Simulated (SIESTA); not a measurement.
Crystal: BaTiO3.

```xyz
5
Lattice="4.0060 0.0000 0.0000 0.0000 4.0060 0.0000 0.0000 0.0000 4.0060" Properties=species:S:1:pos:R:3 pbc="T T T"
Ba    2.0030    2.0030    2.0030
Ti    0.0000    0.0000    0.0000
O     0.0000    0.0000    2.0030
O     0.0000    2.0030    0.0000
O     2.0030    0.0000    0.0000
```

Base run:

* Program: SIESTA 5.4.2
* Functional: PBEsol
* Potentials or basis: PseudoDojo 0.4 standard (PBEsol files)
* Basis: DZP (energy shift 0.003 Ry; two zetas on semicore shells; d shell added on Ba)
* Grid cutoff: 800 Ry
* Energy shift: 0.003 Ry
* k mesh: 7 × 7 × 7
* Occupations: fermi-dirac, width 0.05 eV
* Spin: no spin polarisation

Its results: band gap on the k mesh 1.71 eV, indirect (least direct gap 1.77 eV); pressure -2.4 GPa.

Question: The run is repeated on the same cell with these changes: functional from PBEsol to LDA; potentials or basis from PseudoDojo 0.4 standard (PBEsol files) to PseudoDojo 0.4 standard (LDA files). What comes out?

Answer: Band gap on the k mesh 1.68 eV, indirect (least direct gap 1.74 eV); pressure -7.1 GPa.

Caveats: this set's barium file shifts pressures by up to 1 GPa against other sets; spin-orbit coupling is left out, which moves the levels of the heavy elements; the basis of atomic orbitals isn't converged, which shifts pressures, moduli and gaps; an odd mesh through Γ misses points on the zone boundary, where band edges often lie (some runs).

Not every run made on this cell is shown here.
